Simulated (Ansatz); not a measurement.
## LiF: energy along a strain

LiF, Fm-3m, a = 4.028 Å (as given, not relaxed at this level: -6.5 GPa). Ansatz: LDA, PAW, 420 eV, Γ-centred 10×10×10 mesh on 2 atoms, Gaussian smearing 0.05 eV; no spin polarisation. Cell vectors (Å): 0.000 2.014 2.014; 2.014 0.000 2.014; 2.014 2.014 0.000. The cell is strained by x per cent times the pattern (0 1 0 0 0 0) in the order xx yy zz yz xz xy (engineering shears), with fractional coordinates held. y is the free energy over the start, V0 = 8.169 Å³/atom.

```
x (%) y (meV/atom)
-2.00         -5.51
-1.50         -4.34
-1.00         -3.04
-0.50         -1.60
 0.00          0.00
 0.50          1.67
 1.00             ?
 1.50          5.45
 1.75          6.46
 2.00          7.47
```

Problem. Fit y = c1 x + c2 x² + c3 x³ to the other rows, get the stiffness along the pattern, and predict the missing energy.

Solution. Least squares on the rows shown. y = 3.288 x + 0.2456 x² − 0.01044 x³. The clamped-ion stiffness p·C·p = 2 × 2.456 eV × 160.2 / 8.169 Å³ = 96 GPa, which is C22 in these axes (C11 of the cubic crystal) (second derivative at the start, which stands under stress). At x = 1.00 the fit asked for gives 3.52 meV/atom. The run gave 3.53 meV/atom, so the fit is 0.01 meV/atom too low, within the rms miss on the fitted rows (0.01 meV/atom).